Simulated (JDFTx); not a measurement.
# BeTe (F-43m) in JDFTx: reference runs

Aim: a first look at BeTe with PBEsol, on the cell as given.

Program: JDFTx 1.7.0 (patched build). These are calculated values, not measurements. Logs are shortened: lines on timing, memory, paths and dates and some standing lists are left out, and cuts for length are marked. The log counts tension as positive stress, the text compression.

## (1) The structure

Symmetry: F-43m, No. 216, cubic system. Conventional cell: a = 5.540 Å, b = 5.540 Å, c = 5.540 Å, α = 90.00°, β = 90.00°, γ = 90.00°. Te (site symmetry -43m) has 4 Be at 2.40 Å as nearest neighbours. Be (site symmetry -43m) has 4 Te at 2.40 Å as nearest neighbours.

## (2) Single point, PBEsol

BeTe.in reads:

```
lattice \
    0.0000000000     5.2345413652     5.2345413652 \
    5.2345413652     0.0000000000     5.2345413652 \
    5.2345413652     5.2345413652     0.0000000000
coords-type Lattice
ion Te     0.7500000000     0.7500000000     0.7500000000 1
ion Be     0.0000000000     0.0000000000     0.0000000000 1

ion-species pseudo/Te.upf
ion-species pseudo/Be.upf
elec-cutoff 44 352
elec-ex-corr gga-PBEsol
kpoint-folding 8 8 8
elec-smearing Fermi 0.0018374661
elec-n-bands 16
electronic-SCF nIterations 100 energyDiffThreshold 1e-09
electronic-minimize nIterations 30 energyDiffThreshold 1e-7
converge-empty-states yes
forces-output-coords Cartesian

dump-name run.$VAR
dump End Ecomponents EigStats BandEigs Kpoints Forces Stress ElecDensity Dtot KEdensity
```

Potentials or basis: PseudoDojo-SR-PBEsol-0.4.1-standard with smoothed tails.

Launch:

```bash
$ jdftx -c 1 -i BeTe.in -o BeTe.out
```

The program printed:

```text
*************** JDFTx 1.7.0 (patched build) ***************

Input parsed successfully to the following command list (including defaults):
[... the input with its defaults ...]

---------- Setting up symmetries ----------

Found 48 point-group symmetries of the bravais lattice
Found 24 space-group symmetries with basis
Applied RMS atom displacement 0 bohrs to make symmetries exact.

---------- Initializing the Grid ----------
R =
[            0      5.23454      5.23454  ]
[      5.23454            0      5.23454  ]
[      5.23454      5.23454            0  ]
unit cell volume = 286.857
G =
[  -0.600166   0.600166   0.600166  ]
[   0.600166  -0.600166   0.600166  ]
[   0.600166   0.600166  -0.600166  ]
Minimum fftbox size, Smin = [  64  64  64  ]
Chosen fftbox size, S = [  64  64  64  ]

---------- Initializing tighter grid for wavefunction operations ----------
R =
[            0      5.23454      5.23454  ]
[      5.23454            0      5.23454  ]
[      5.23454      5.23454            0  ]
unit cell volume = 286.857
G =
[  -0.600166   0.600166   0.600166  ]
[   0.600166  -0.600166   0.600166  ]
[   0.600166   0.600166  -0.600166  ]
Minimum fftbox size, Smin = [  48  48  48  ]
Chosen fftbox size, S = [  48  48  48  ]

---------- Exchange Correlation functional ----------
Initalized PBEsol GGA exchange.
Initalized PBEsol GGA correlation.

---------- Setting up pseudopotentials ----------
Width of ionic core gaussian charges (only for fluid interactions / plotting) set to 0

Reading pseudopotential file 'pseudo/Te.upf':
  'Te' pseudopotential, 'PBESOL' functional
  Generated using ONCVPSP code by D. R. Hamann
  16 valence electrons, 3 orbitals, 6 projectors, 1001 radial grid points, with lMax = 2
    4D    l: 2   occupation: 10.0   eigenvalue: -1.528329
    5S    l: 0   occupation:  2.0   eigenvalue: -0.556831
    5P    l: 1   occupation:  4.0   eigenvalue: -0.219319
  Core radius for overlap checks: 2.04 bohrs.

Reading pseudopotential file 'pseudo/Be.upf':
  'Be' pseudopotential, 'PBESOL' functional
  Generated using ONCVPSP code by D. R. Hamann
  4 valence electrons, 2 orbitals, 4 projectors, 1001 radial grid points, with lMax = 1
    1S    l: 0   occupation:  2.0   eigenvalue: -3.875373
    2S    l: 0   occupation:  2.0   eigenvalue: -0.203711
  Core radius for overlap checks: 1.30 bohrs.

Initialized 2 species with 2 total atoms.

Folded 1 k-points by 8x8x8 to 512 k-points.

---------- Setting up k-points, bands, fillings ----------
Adding inversion symmetry to k-mesh for non-inversion-symmetric unit cell.
Reduced to 29 k-points under symmetry.
Computing the number of bands and number of electrons
Calculating initial fillings.
nElectrons:  20.000000   nBands: 16   nStates: 29

----- Setting up reduced wavefunction bases (one per k-point) -----
average nbasis = 3999.025 , ideal nbasis = 3998.885

---------- Setting up ewald sum ----------
Optimum gaussian width for ewald sums = 2.377438 bohr.
Real space sum over 1331 unit cells with max indices [  5  5  5  ]
Reciprocal space sum over 2197 terms with max indices [  6  6  6  ]

---------- Allocating electronic variables ----------
Initializing wave functions:  linear combination of atomic orbitals
Note: number of bands (16) exceeds available atomic orbitals (11)
Te pseudo-atom occupations:   s ( 2 )  p ( 4 )  d ( 10 )
Be pseudo-atom occupations:   s ( 2 2 )
	FillingsUpdate:  mu: +0.391064818  nElectrons: 20.000000
LCAOMinimize: Iter:   0  F: -107.0833927561911878  |grad|_K:  1.718e-03  alpha:  1.000e+00
	FillingsUpdate:  mu: +0.384830794  nElectrons: 20.000000
LCAOMinimize: Iter:   1  F: -107.0914850948287267  |grad|_K:  4.225e-05  alpha:  7.268e-01  linmin:  5.506e-02  cgtest: -2.486e-01
	FillingsUpdate:  mu: +0.384929302  nElectrons: 20.000000
LCAOMinimize: Iter:   2  F: -107.0914905860934709  |grad|_K:  1.109e-05  alpha:  8.899e-01  linmin: -6.275e-04  cgtest:  2.861e-01
LCAOMinimize: Encountered beta<0, resetting CG.
	FillingsUpdate:  mu: +0.384967810  nElectrons: 20.000000
LCAOMinimize: Iter:   3  F: -107.0914909131038115  |grad|_K:  3.410e-07  alpha:  7.166e-01  linmin: -3.294e-04  cgtest:  1.444e-03
	FillingsUpdate:  mu: +0.384967190  nElectrons: 20.000000
LCAOMinimize: Iter:   4  F: -107.0914909135129847  |grad|_K:  1.805e-08  alpha:  9.444e-01  linmin: -6.612e-03  cgtest:  2.478e-02
LCAOMinimize: Converged (|Delta F|<1.000000e-06 for 2 iters).

-------- Electronic minimization -----------
Will mix electronic density at each iteration.
	FillingsUpdate:  mu: +0.384967190  nElectrons: 20.000000
	FillingsUpdate:  mu: +0.336749284  nElectrons: 20.000000
SCF: Cycle:  0   F: -107.201941416952138   dF: -1.105e-01   |Residual|: 1.751e-01   |deigs|: 2.021e-01
	FillingsUpdate:  mu: +0.335982059  nElectrons: 20.000000
SCF: Cycle:  1   F: -107.249906585325832   dF: -4.797e-02   |Residual|: 6.393e-02   |deigs|: 3.844e-02
	FillingsUpdate:  mu: +0.336570177  nElectrons: 20.000000
SCF: Cycle:  2   F: -107.256788611520165   dF: -6.882e-03   |Residual|: 1.037e-02   |deigs|: 2.034e-02
	FillingsUpdate:  mu: +0.337917820  nElectrons: 20.000000
SCF: Cycle:  3   F: -107.256842507574191   dF: -5.390e-05   |Residual|: 2.546e-03   |deigs|: 3.827e-03
	FillingsUpdate:  mu: +0.338259573  nElectrons: 20.000000
SCF: Cycle:  4   F: -107.256847825753326   dF: -5.318e-06   |Residual|: 9.349e-04   |deigs|: 6.658e-04
	FillingsUpdate:  mu: +0.338376722  nElectrons: 20.000000
SCF: Cycle:  5   F: -107.256848186835072   dF: -3.611e-07   |Residual|: 1.838e-04   |deigs|: 1.640e-04
	FillingsUpdate:  mu: +0.338410444  nElectrons: 20.000000
SCF: Cycle:  6   F: -107.256848250830373   dF: -6.400e-08   |Residual|: 8.450e-05   |deigs|: 7.937e-05
	FillingsUpdate:  mu: +0.338415831  nElectrons: 20.000000
SCF: Cycle:  7   F: -107.256848261100316   dF: -1.027e-08   |Residual|: 1.775e-05   |deigs|: 4.547e-05
	FillingsUpdate:  mu: +0.338420343  nElectrons: 20.000000
SCF: Cycle:  8   F: -107.256848263367345   dF: -2.267e-09   |Residual|: 7.107e-06   |deigs|: 4.519e-05
	FillingsUpdate:  mu: +0.338420113  nElectrons: 20.000000
SCF: Cycle:  9   F: -107.256848263993760   dF: -6.264e-10   |Residual|: 3.179e-06   |deigs|: 4.476e-05
	FillingsUpdate:  mu: +0.338420497  nElectrons: 20.000000
SCF: Cycle: 10   F: -107.256848264191305   dF: -1.975e-10   |Residual|: 8.653e-07   |deigs|: 4.255e-05
SCF: Converged (|Delta E|<1.000000e-09 for 2 iters).

Setting wave functions to eigenvectors of Hamiltonian
Converging empty states (this may take a while): |deigs|: 6.126e-04

# Stress tensor in Cartesian coordinates [Eh/a0^3]:
[ -8.19115e-05            0            0  ]
[            0 -8.19115e-05            0  ]
[            0            0 -8.19115e-05  ]

# Ionic positions in lattice coordinates:
ion Te   0.750000000000000   0.750000000000000   0.750000000000000 1
ion Be   0.000000000000000   0.000000000000000   0.000000000000000 1

# Forces in Cartesian coordinates:
force Te   0.000000000000000  -0.000000000000000   0.000000000000000 1
force Be   0.000000000000000   0.000000000000000  -0.000000000000000 1

# Energy components:
   Eewald =      -64.4626813580909044
       EH =       29.4355324595425678
     Eloc =      -82.5781292963718840
      Enl =      -39.7226634990801344
      Exc =      -26.7741240405297738
 Exc_core =       11.3310416294208753
       KE =       65.5141758409386625
-------------------------------------
     Etot =     -107.2568482641705998
       TS =        0.0000000000207112
-------------------------------------
        F =     -107.2568482641913050

IonicMinimize: Iter:   0  F: -107.256848264191305  |grad|_K:  2.503e-36
IonicMinimize: Converged (|grad|_K<1.000000e-04).

#--- Lowdin population analysis ---
# oxidation-state Te -0.885
# oxidation-state Be +1.282

Dumping 'run.eigStats' ...
	eMin: -3.346530 at state 0 ( [ +0.000000 +0.000000 +0.000000 ] spin 0 )
	HOMO: +0.306231 at state 0 ( [ +0.000000 +0.000000 +0.000000 ] spin 0 )
	mu  : +0.338420
	LUMO: +0.370580 at state 20 ( [ +0.000000 +0.500000 +0.500000 ] spin 0 )
	eMax: +0.802700 at state 20 ( [ +0.000000 +0.500000 +0.500000 ] spin 0 )
	HOMO-LUMO gap: +0.064349
	Optical gap  : +0.132305 at state 0 ( [ +0.000000 +0.000000 +0.000000 ] spin 0 )
Done!
[note: the Lowdin charges miss the electrons that lie outside the files' atomic orbitals]
[note: mu as printed may lie anywhere between the filled and the empty levels]
```

Run time: 87 s. Hardware: 1 thread of Arm Neoverse V2, shared host; peak memory 0.15 GiB.

What came out:

```
Free energy            : -2918.6075 eV
Pressure               : 2.4 GPa
Band gap on the k mesh : 1.75 eV, indirect (least direct gap 3.60 eV)
```

Caveat: spin-orbit coupling is left out, which moves the levels of the heavy elements.
